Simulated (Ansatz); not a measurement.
The system is SnSe.

```
Sn Se
1.0
     0.00000    3.01000    3.01000
     3.01000    0.00000    3.01000
     3.01000    3.01000    0.00000
Sn Se
1 1
Direct
  0.00000 0.00000 0.00000
  0.50000 0.50000 0.50000
```

Measurements of this composition are mostly on another form, of space group No. 62.

Base run:

```yaml
Program: Ansatz 0.2.0
Functional: PBE0
Potentials_or_basis: all-electron PAW datasets made for the crystal
Cutoff: 270 eV
Density_cutoff: 1080 eV
k_mesh: 6 × 6 × 6
Occupations: fermi-dirac, width 0.05 eV
Spin: no spin polarisation
```

Its results: band gap on the k mesh 0.63 eV, direct.

Question: The run is repeated on the same cell with these changes: functional from PBE0 to HSE06. What comes out?

Answer: Band gap on the k mesh 0.40 eV, direct.

Caveats: spin-orbit coupling is left out, which moves the levels of the heavy elements.

A k mesh can miss the band edges.

Not every run made on this cell is shown here.
